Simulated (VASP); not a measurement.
# TiO2 (Anatase) (I4_1/amd) in VASP: notebook, part 2 of 2

VASP 6.6.1. Earlier steps stand in the parts before.

### Step 5. Single point, PBE

The input, INCAR:

```
SYSTEM = TiO2
ADDGRID = .FALSE.
ALGO = Normal
EDIFF = 1E-7
ENCUT = 460
GGA = PE
ISIF = 2
ISMEAR = 0
LASPH = .FALSE.
LCHARG = .FALSE.
LREAL = .FALSE.
LWAVE = .FALSE.
NELM = 100
PREC = Accurate
SIGMA = 0.05
```

The input, KPOINTS:

```
k-points
0
G
  5 5 5
  0 0 0
```

The input, POSCAR:

```
TiO2
1.0
   -1.8921000000      1.8921000000      4.7573000000
    1.8921000000     -1.8921000000      4.7573000000
    1.8921000000      1.8921000000     -4.7573000000
Ti O
2 4
Direct
    0.7500000000      0.2500000000      0.5000000000
    0.0000000000      0.0000000000      0.0000000000
    0.7919000000      0.7919000000      0.0000000000
    0.5419000000      0.0419000000      0.5000000000
    0.9581000000      0.4581000000      0.5000000000
    0.2081000000      0.2081000000      0.0000000000
```

Potentials or basis: VASP PAW PBE potentials, release 64 (Ti, O).

Run with:

```
cat potpaw_PBE.64/Ti/POTCAR potpaw_PBE.64/O/POTCAR > POTCAR
mpirun -np 1 vasp_std > vasp.out
```

OUTCAR:

```text
SYSTEM = TiO2
   EDIFF = 1E-7
   ENCUT = 460
   GGA = PE
   ISIF = 2
   ISMEAR = 0
   LASPH = .FALSE.
   LREAL = .FALSE.
   NELM = 100
   PREC = Accurate

 Found     18 irreducible k-points:

 Following reciprocal coordinates:
            Coordinates               Weight
  0.000000  0.000000  0.000000      1.000000
  0.200000 -0.000000  0.000000      8.000000
  0.400000  0.000000  0.000000      8.000000
  0.200000  0.200000  0.000000      8.000000
  0.400000  0.200000  0.000000     16.000000
 -0.400000  0.200000 -0.000000     16.000000
   k-points           NKPTS =     18   k-points in BZ     NKDIM =     18   number of bands    NBANDS=     20
   number of dos      NEDOS =    301   number of ions     NIONS =      6
   total plane-waves  NPLWV =  64000
   dimension x,y,z NGX =    40 NGY =   40 NGZ =   40
   dimension x,y,z NGXF=    80 NGYF=   80 NGZF=   80
   ions per type =               2   4
   NGX,Y,Z   is equivalent  to a cutoff of  12.18, 12.18, 12.18 a.u.
   NGXF,Y,Z  is equivalent  to a cutoff of  24.37, 24.37, 24.37 a.u.
 SYSTEM =  TiO2
   PREC   = accura    normal or accurate (medium, high low for compatibility)
   ISTART =      0    job   : 0-new  1-cont  2-samecut
   ICHARG =      2    charge: 1-file 2-atom 10-const
   ISPIN  =      1    spin polarized calculation?
   LNONCOLLINEAR =      F non collinear calculations
[... 54 lines left out ...]
 E-fermi :   0.9020     XC(G=0): -10.5257

 val. band max:        0.6906383379   @ k =  -0.4000   0.4000   0.0000
 cond. band min:       2.6393538070   @ k =   0.0000   0.0000   0.0000
 fundamental gap:      1.9487154690
 Fermi energy:         0.9020460881

 k-point     1 :       0.0000    0.0000    0.0000
  band No.  band energies     occupation
      1     -16.9978      2.00000
      2     -15.9493      2.00000
      3     -15.9368      2.00000
      4     -15.4706      2.00000
      5      -3.2695      2.00000
      6      -3.1572      2.00000
[... 127 lines left out ...]
     19       4.0846      0.00000
     20       4.2643      0.00000

 [... further k-points ...]
[... 5 lines left out ...]
  --------------------------------------------------------------------------------------
  -------------------------------------------------------------------------------------
  Total        3.1792282      3.1792282      3.3886352      0.0000000      0.0000000      0.0000000
  in kB       74.7693450     74.7693450     79.6941979      0.0000000      0.0000000      0.0000000
  external PRESSURE =      76.4109626 kB  Pullay stress =       0.0000000 kB

 VOLUME and BASIS-vectors are now :
 -----------------------------------------------------------------------------
  energy-cutoff  :      460.00
  volume of cell :       68.13
      direct lattice vectors                 reciprocal lattice vectors
    -1.892100000  1.892100000  4.757300000     0.000000000  0.264256646  0.105101633
     1.892100000 -1.892100000  4.757300000     0.264256646  0.000000000  0.105101633
     1.892100000  1.892100000 -4.757300000     0.264256646  0.264256646  0.000000000

 POSITION                                       TOTAL-FORCE (eV/Angst)
 -----------------------------------------------------------------------------------
      0.00000      1.89210      2.37865        -0.000000     -0.000000      0.000000
      0.00000      0.00000      0.00000        -0.000000     -0.000000      0.000000
      0.00000      0.00000      7.53461        -0.000000     -0.000000     -0.163483
      0.00000      1.89210      0.39866         0.000000      0.000000     -0.163483
      0.00000      1.89210      4.35864        -0.000000     -0.000000      0.163483
      0.00000      0.00000      1.97999         0.000000      0.000000      0.163483
 -----------------------------------------------------------------------------------
    total drift:                                0.000000      0.000000     -0.000000

  FREE ENERGIE OF THE ION-ELECTRON SYSTEM (eV)
  ---------------------------------------------------
  free  energy   TOTEN  =       -52.9252748937 eV

  energy  without entropy=      -52.9252748937  energy(sigma->0) =      -52.92527489
```

stdout:

```text
POSCAR found type information on POSCAR TiO
 POSCAR found :  2 types and       6 ions
 scaLAPACK will be used
 LDA part: xc-table for (Slater+PW92), standard interpolation
 POSCAR, INCAR and KPOINTS ok, starting setup
 FFT: planning ... GRIDC
 FFT: planning ... GRID_SOFT
 FFT: planning ... GRID
 WAVECAR not read
 entering main loop
```

Run time: 38 s. Hardware: 1 thread of Intel Xeon Platinum 8488C (Sapphire Rapids), shared host; peak memory 0.24 GiB.

These settings aren't checked as converged: the numbers below hold their error.

Results:

- Free energy: -52.9253 eV
- Pressure: 7.6 GPa
- Largest force: 0.163 eV/Å
- Band gap on the k mesh: 1.95 eV, indirect (least direct gap 2.27 eV)

Caveat: the k mesh is coarse (spacing up to 0.47 Å⁻¹), so the values aren't converged; the cutoff is under 1.25 times the usual one of these potentials, so pressure, stress and relaxed cells hold a basis-set (Pulay) error; an odd mesh through Γ misses points on the zone boundary, where band edges often lie.

### Step 6. Single point, PBE

INCAR is that of step 5.

KPOINTS is that of step 5.

The input, POSCAR:

```
TiO2
1.0
   -1.8921000000      1.8921000000      4.7573000000
    1.8921000000     -1.8921000000      4.7573000000
    1.8921000000      1.8921000000     -4.7573000000
Ti O
2 4
Direct
    0.7634100000      0.2505420000      0.5022120000
    0.0240310000     -0.0225460000     -0.0109780000
    0.8032660000      0.7916050000      0.0039110000
    0.5255800000      0.0234350000      0.4817660000
    0.9615640000      0.4693800000      0.5068500000
    0.1853180000      0.2146180000     -0.0384270000
```

Potentials or basis: VASP PAW PBE potentials, release 64 (Ti, O).

Run with:

```
cat potpaw_PBE.64/Ti/POTCAR potpaw_PBE.64/O/POTCAR > POTCAR
mpirun -np 1 vasp_std > vasp.out
```

Wall time 2.1 min (1 thread of Intel Xeon Platinum 8488C (Sapphire Rapids), shared host); peak memory 0.27 GiB.

The run converged, but some of its settings lie outside the range that counts as converged, so its numbers aren't taken as properties of the crystal.

What came out:

```yaml
Free_energy: -52.5130 eV
Pressure: 11.0 GPa
Largest_force: 3.030 eV/Å
Band_gap_on_the_k_mesh: 2.21 eV, indirect (least direct gap 2.63 eV)
```

Caveat: the k mesh is coarse (spacing up to 0.47 Å⁻¹), so the values aren't converged; the cutoff is under 1.25 times the usual one of these potentials, so pressure, stress and relaxed cells hold a basis-set (Pulay) error; an odd mesh through Γ misses points on the zone boundary, where band edges often lie.
